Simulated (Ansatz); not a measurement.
The system is CdSe (Cadmoselite).

```
Cd Se
1.0
     4.30000    0.00000    0.00000
    -2.15000    3.72391    0.00000
     0.00000    0.00000    7.02000
Cd Se
2 2
Direct
  0.66667 0.33333 0.50000
  0.33333 0.66667 0.00000
  0.66667 0.33333 0.88500
  0.33333 0.66667 0.38500
```

Base run:

- Program: Ansatz 0.2.0
- Functional: PBEsol
- Potentials or basis: all-electron LAPW, scalar-relativistic
- Cutoff: 257 eV
- Density cutoff: 1029 eV
- Basis error allowed: 0.002 eV/atom
- k mesh: 7 × 7 × 4
- Occupations: fermi-dirac, width 0.05 eV
- Spin: no spin polarisation

Its results: band gap on the k mesh 0.58 eV, direct; pressure 0.2 GPa; largest force 0.265 eV/Å.

**Question.** The run is repeated on the same cell with these changes: functional from PBEsol to LDA. What comes out?

**Answer.** Band gap on the k mesh 0.43 eV, direct; pressure -1.8 GPa; largest force 0.254 eV/Å.

LDA binds more tightly than PBEsol, so the same cell stands under less pressure.

Not every run made on this cell is shown here.
